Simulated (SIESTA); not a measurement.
GaP:

```
Ga P
1.0
     0.00000    2.72525    2.72525
     2.72525    0.00000    2.72525
     2.72525    2.72525    0.00000
Ga P
1 1
Direct
  0.00000 0.00000 0.00000
  0.75000 0.75000 0.75000
```

Base run:

| Item | Value |
| --- | --- |
| Program | SIESTA 5.4.2 |
| Functional | PBE |
| Potentials or basis | PseudoDojo 0.4 standard (PBE files) |
| Basis | DZ (energy shift 0.002 Ry; radii capped at 9.5 bohr) |
| Grid cutoff | 800 Ry |
| Energy shift | 0.002 Ry |
| k mesh | 8 × 8 × 8 |
| Occupations | fermi-dirac, width 0.05 eV |
| Spin | no spin polarisation |

Its results: band gap on the k mesh 1.92 eV, direct; pressure 6.1 GPa.

Task: After a change of settings the same cell gave: band gap on the k mesh 1.64 eV, indirect (least direct gap 1.86 eV); pressure 3.2 GPa. Which change was it?
A. functional from PBE to vdW-DF-cx; basis from DZ (energy shift 0.002 Ry; radii capped at 9.5 bohr) to DZP (energy shift 0.002 Ry; radii capped at 9.5 bohr)
B. basis from DZ (energy shift 0.002 Ry; radii capped at 9.5 bohr) to TZP (energy shift 0.01 Ry); energy shift from 0.002 Ry to 0.01 Ry
C. basis from DZ (energy shift 0.002 Ry; radii capped at 9.5 bohr) to TZP (energy shift 0.002 Ry; radii capped at 9.5 bohr)
D. functional from PBE to OLYP; basis from DZ (energy shift 0.002 Ry; radii capped at 9.5 bohr) to DZP (energy shift 0.002 Ry; radii capped at 9.5 bohr)

Result: C.

Caveats: semicore shells carry a single zeta, which can move pressures by several GPa and volumes by a few percent; the basis of atomic orbitals isn't converged, which shifts pressures, moduli and gaps; the basis has no polarisation orbitals (some runs).

Not every run made on this cell is shown here.
